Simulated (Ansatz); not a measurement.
## Al: before and after

Level of theory: Ansatz 0.2.0, DFT PBE, scalar-relativistic, plane waves, PAW. Settings: cutoff 420 eV, Γ-centred meshes no coarser than 0.19 Å⁻¹ for metals and 0.3 Å⁻¹ for insulators (2π included), Gaussian smearing.

The start was the Se type (P3_221, No. 154), relaxed within its symmetry, which ended in Im-3m (No. 229). A cell of 8 atoms (8 times the primitive one) was then disturbed at random, relaxed without symmetry and relaxed once more on a fine mesh. For metals, differences of a few meV/atom aren't resolved.

Before:

```cif
data_structure
_symmetry_space_group_name_H-M 'Im-3m'
_symmetry_Int_Tables_number 229
_cell_length_a 3.2348
_cell_length_b 3.2348
_cell_length_c 3.2348
_cell_angle_alpha 90.000
_cell_angle_beta 90.000
_cell_angle_gamma 90.000
_cell_volume 33.85
loop_
_atom_site_label
_atom_site_type_symbol
_atom_site_symmetry_multiplicity
_atom_site_Wyckoff_symbol
_atom_site_fract_x
_atom_site_fract_y
_atom_site_fract_z
_atom_site_occupancy
Al1 Al 2 a 0.00000 0.00000 0.00000 1
```

After:

Space group Fm-3m (No. 225). a = 4.039 Å, b = 4.039 Å, c = 4.039 Å, α = 90.00°, β = 90.00°, γ = 90.00°
```
atom site symmetry x y z
  Al    4a m-3m  0.0000  0.0000  0.0000
```

Task: Is this a distortion of the same structure or a reconstruction, and what lowers the energy?

Result: A reconstruction, from Im-3m (No. 229) to Fm-3m (No. 225). Each Al has on average 12 Al contacts in place of 14, shorter on average (2.99 → 2.86 Å). The result is the fcc structure.

Task: What does it gain?

Result: 93 meV/atom, with the volume going from 16.92 to 16.48 Å³/atom.